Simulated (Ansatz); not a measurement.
# AgI: the cell at several levels of theory

One table from this session's results is given with a row withheld; the runs are named, their logs left out.

Program: Ansatz 0.2.0. PAW datasets, plane waves, zero pressure. Calculated at 0 K for a non-magnetic cell.

**The structure to begin with**

It is cubic, F-43m (No. 216); a = 6.564 Å in the conventional setting, 35.36 Å³ an atom. Around Ag lie 4 I at 2.84 Å; around I lie 4 Ag at 2.84 Å.

Coordinates:

```
CELL_PARAMETERS angstrom
0.00000 3.28210 3.28210
3.28210 0.00000 3.28210
3.28210 3.28210 0.00000
ATOMIC_POSITIONS crystal
Ag 0.00000 0.00000 0.00000
I 0.75000 0.75000 0.75000
```

The first run:

input.yaml reads:

```yaml
crystal:
  lattice:
    - [0.0, 3.2820957782, 3.2820957782]
    - [3.2820957782, 0.0, 3.2820957782]
    - [3.2820957782, 3.2820957782, 0.0]
  atoms:
    - { symbol: Ag, position: [0.0, 0.0, 0.0] }
    - { symbol: I, position: [0.75, 0.75, 0.75] }
kpoints:
  mp_grid: { grid: [6, 6, 6] }
hamiltonian:
  xc: pbe
scf:
  occupations: { method: fermi_dirac, width: 0.02 }
relax:
  f_tol: 0.005
  cell: {}
```

On the command line:

```console
ansatz run input.yaml --threads 2 --pin off --max-ram 20275MiB --backend cpu --events-out ev --progress --plain --runs-dir out
```

Steps of the session up to this table: Relaxing with PBE; Relaxation with r2SCAN; PBEsol: cell and atoms; Relaxing with LDA; HSE06: cell and atoms.

One table of the session follows, with a row left open; its other results are not shown here.

It belongs to the step «The cells side by side». 

| level | a (Å) | volume (Å³/atom) |
| --- | --- | --- |
| PBE | 6.629 | 36.413 |
| r2SCAN | 6.577 | 35.564 |
| PBEsol | ? | ? |
| LDA | 6.349 | 31.993 |
| HSE06 | 6.625 | 36.348 |

**Question.** Estimate the row for PBEsol.

The run gave: a (Å): 6.449; volume (Å³/atom): 33.527. In the column «a (Å)» it lies between LDA (6.349) and r2SCAN (6.577).

The volume runs from LDA (least) to PBE (most), a spread of 13.8 %, or 4.4 % in length if all axes shared it alike. The meshes differ: PBE 6×6×6, r2SCAN 6×6×6, PBEsol 6×6×6, LDA 6×6×6, HSE06 4×4×4.
